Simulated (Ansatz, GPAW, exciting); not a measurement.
One calculation of Te, 3 ways

```
Te
1.0
     4.45400    0.00000    0.00000
    -2.22700    3.85728    0.00000
     0.00000    0.00000    5.92400
Te
3
Direct
  0.73100 0.73100 0.00000
  0.00000 0.26900 0.66667
  0.26900 0.00000 0.33333
```

Alike in all runs: task single point; functional PBE; k mesh 7 × 7 × 5; occupations gaussian, width 0.012 eV; no spin polarisation; no spin-orbit coupling. Pressure is positive in compression and, in plane waves, holds the error of the finite cutoff, which Ansatz's Pulay term estimates and takes out.

```tsv
program and potentials	plane-wave cutoff (eV)	notes	pressure (GPa)	largest force (eV/Å)
Ansatz, Ansatz PAW	420	16 valence electrons an atom on average; Pulay term of +0.03 GPa included	1.45	0.148
exciting, all-electron LAPW+lo, shipped species files, valence relativity iora*	-	-	-	0.160
GPAW, GPAW PAW data sets (gpaw-data 1.2.1)	600	6 valence electrons an atom on average	1.08	0.111
```

Force on atom 1 (Te), eV/Å:

| program and potentials | x | y | z |
| --- | --- | --- | --- |
| Ansatz, Ansatz PAW | -0.074 | -0.128 | 0.000 |
| exciting, all-electron LAPW+lo, shipped species files, valence relativity iora* | -0.080 | -0.139 | 0.000 |
| GPAW, GPAW PAW data sets (gpaw-data 1.2.1) | -0.055 | -0.096 | 0.000 |

The pressure spans 1.08 (GPAW, GPAW PAW data sets (gpaw-data 1.2.1)) to 1.45 GPa (Ansatz, Ansatz PAW).

The functional is the same throughout but for its coding, so the spread measures potentials, basis and numerics; runs on potential files found faulty are left out.
